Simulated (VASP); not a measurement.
Wanted: the native input for a VASP 6.6.1 run.

```
Task                   : electron localisation function
Functional             : PBE
Potentials or basis    : VASP PAW PBE potentials, release 64 (Pb_d, S)
Cutoff                 : 520 eV
k mesh                 : 8 × 8 × 8
Occupations            : gaussian, width 0.02 eV
Spin                   : no spin polarisation
Further INCAR settings : ALGO = Normal; EDIFF = 1e-07
```

The structure of PbS lies in POSCAR:

```
PbS
1.0
    2.1126617058      1.2197458045      3.4519162518
   -2.1126617058      1.2197458045      3.4519162518
    0.0000000000     -2.4394916091      3.4519162518
Pb S
1 1
Direct
    0.9805657800      0.9805657800      0.9805657800
    0.4750355500      0.4750355500      0.4750355500
```

The cell is a database's computed one.

These files were run (other wordings do the same):

INCAR

```
PREC = Accurate ; ENCUT = 520
EDIFF = 1E-7 ; ISMEAR = 0
SIGMA = 0.02 ; LREAL = F
LASPH = T ; NELM = 100
ALGO = Normal ; ISIF = 2
LWAVE = F ; LCHARG = T
GGA = PE ; LELF = T
```

KPOINTS

```
regular mesh
0
Gamma
  8 8 8
```

Potentials or basis: VASP PAW PBE potentials, release 64 (Pb_d, S).

Run with:

```bash
$ cat potpaw_PBE.64/Pb_d/POTCAR potpaw_PBE.64/S/POTCAR > POTCAR
$ mpirun -np 1 vasp_std > vasp.out
```

Results of the run:

- Pressure: 0.9 GPa
- Largest force: 0.019 eV/Å
- Band gap on the k mesh: 0.46 eV, direct

Caveat: spin-orbit coupling is left out, which as a rule narrows the gap of such compounds by several tenths of an eV.

Run time: 40 s on 1 thread of Intel(R) Xeon(R) Platinum 8259CL CPU @ 2.50GHz (Skylake/Cascade Lake), with other jobs on the host, peak memory 0.2 GiB.
